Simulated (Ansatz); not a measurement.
Here is an Ansatz 0.2.0 calculation.

The input input.yaml:

```yaml
crystal:
  lattice:
    - [3.1967, 0.0, 0.0]
    - [-1.59835, 2.7684234083, 0.0]
    - [0.0, 0.0, 5.0578]
  atoms:
    - { symbol: Hf, position: [0.6666666667, 0.3333333333, 0.75] }
    - { symbol: Hf, position: [0.3333333333, 0.6666666667, 0.25] }
kpoints:
  mp_grid: { grid: [10, 10, 5] }
  band_path:
    path:
      - [0.0, 0.0, 0.0]
      - [0.5, 0.0, 0.0]
      - [0.3333333333, 0.3333333333, 0.0]
      - [0.0, 0.0, 0.0]
      - [0.0, 0.0, 0.5]
      - [0.5, 0.0, 0.5]
      - [0.3333333333, 0.3333333333, 0.5]
      - [0.0, 0.0, 0.5]
    npoints: 10
scf:
  occupations: { method: fermi_dirac, width: 0.05 }
hamiltonian:
  xc: pbe
  pseudopotentials: { kind: all_electron, lapw: { basis_error: 0.001 } }
output:
  forces: true
  stress: true
  eigenvalues: true
```

Potentials or basis: all-electron LAPW, scalar-relativistic.

Launch:

```console
$ ansatz run input.yaml --threads 1 --pin off --max-ram 3072MiB --backend cpu --events-out ev --progress --plain --runs-dir out
```

**Question.** What does it give for the band gap along the path?

**Answer.** None (metal or under the smearing width).

**Question.** Predict the pressure.

**Answer.** 0.6 GPa.

Stress tensor (GPa, compression positive):
```
0.73 0.00 0.00
0.00 0.73 0.00
0.00 0.00 0.38
```

Caveat: spin-orbit coupling is left out, which moves the levels of the heavy elements.
